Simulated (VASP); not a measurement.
The system is TaSi2.

```
Ta Si
1.0
     4.78390    0.00000    0.00000
    -2.39195    4.14298    0.00000
     0.00000    0.00000    6.57000
Ta Si
3 6
Direct
  0.00000 0.50000 0.33333
  0.50000 0.50000 0.66667
  0.50000 0.00000 0.00000
  0.31794 0.15897 0.33333
  0.15897 0.84103 0.66667
  0.84103 0.68206 0.00000
  0.68206 0.84103 0.33333
  0.84103 0.15897 0.66667
  0.15897 0.31794 0.00000
```

Base run:

```yaml
Program: VASP 6.6.1
Functional: PBEsol
Potentials_or_basis: VASP PAW PBE potentials, release 64 (Ta_pv, Si)
Cutoff: 520 eV
k_mesh: 5 × 5 × 3
Occupations: gaussian, width 0.02 eV
Spin: no spin polarisation
```

Its results: band gap on the k mesh none (metal or under the smearing width); pressure -1.9 GPa; largest force 0.023 eV/Å.

The run is repeated on the same cell with these changes: functional from PBEsol to PBE. What comes out?

Band gap on the k mesh none (metal or under the smearing width); pressure 2.6 GPa; largest force 0.054 eV/Å.

PBE binds less tightly than PBEsol, so the same cell stands under more pressure.

Caveats: the PAW data sets were made with another functional, which shifts forces and pressure a little (some runs).
